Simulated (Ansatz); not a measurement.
## How CdS (Fm-3m) stiffens under pressure

```
Cd S
1.0
     0.00000    2.72688    2.72688
     2.72688    0.00000    2.72688
     2.72688    2.72688    0.00000
Cd S
1 1
Direct
  0.00000 0.00000 0.00000
  0.50000 0.50000 0.50000
```

This is the zero-pressure cell. At each pressure cell and atoms are relaxed in this structure, and the constants are slopes of the stress at strains of ±0.005 with relaxed ions (the coefficients that govern stability under load). Level: r²SCAN, PAW on Ansatz 0.2.0's default frozen-core files (fitted under PBE), scalar-relativistic; k mesh 8×8×8, strains of ±0.005, fixed occupations, cutoff 500 eV. P is the pressure of the relaxed cell, less that of this one.

```tsv
P (GPa)	V/V₀	C11 (GPa)	C12 (GPa)	C44 (GPa)
0.00	1.0000	136.8	55.2	37.3
0.99	0.9883	145.8	57.5	37.5
2.00	0.9772	154.9	59.8	37.7
3.98	0.9572	172.4	64.2	37.9
6.98	?	?	?	?
9.98	0.9076	223.5	77.0	38.2
15.01	0.8746	264.9	87.3	38.1
```

Problem. Does the bulk modulus from the constants agree with the pressure-volume curve?

Solution. A third-order Birch-Murnaghan fit to the volumes shown (F against f, f = [(V₀/V)^(2/3) − 1]/2) gives B₀ = 82.4 GPa and B′ = 4.6. Its −V dP/dV stands beside (C11 + 2C12)/3:

```
P (GPa)  from P(V)  from the constants
   0.00       82.4                82.4
   0.99       86.9                86.9
   2.00       91.4                91.5
   3.98      100.2               100.3
   9.98      125.9               125.8
  15.01      146.7               146.5
```

Problem. What are the pressure derivatives at zero pressure?

Solution. Slopes at V₀ of quadratic fits in −ln(V/V₀) through the first four rows shown, divided by B₀: dC11/dP = 9.2, dC12/dP = 2.3, dC44/dP = 0.2. The mean slopes up to 2.0 GPa are 9.1, 2.3, 0.2; curvature and scatter of the constants part the two. The combination (dC11/dP + 2 dC12/dP)/3 = 4.6 stands against B′.

Problem. Fill the row at 6.98 GPa.

Solution. Cubic fits in −ln(V/V₀) through all rows shown give C11 = 198.3, C12 = 70.7, C44 = 38.1 GPa. Computed: V/V₀ = 0.9306, C11 (GPa) = 198.3, C12 (GPa) = 70.7, C44 (GPa) = 38.1.

Problem. Does a shear stiffness soften?

Solution. C44 goes from 37.3 to 38.1 GPa, through a maximum of 38.2 near 10 GPa; (C11 − C12)/2 goes from 40.8 to 88.8 GPa. Neither ends more than 3 % under its start, and the lattice stays mechanically stable over this range.

Limits of these numbers: no other phase was computed; many crystals of this kind change structure within this range, and rows or crossings beyond such a change describe a metastable lattice; frozen-core PAW files fitted under PBE, their cores solved anew for the functional of the run; this form is stable only when hot or under pressure; cold crystals distort or take another structure; phonons weren't checked at these pressures.
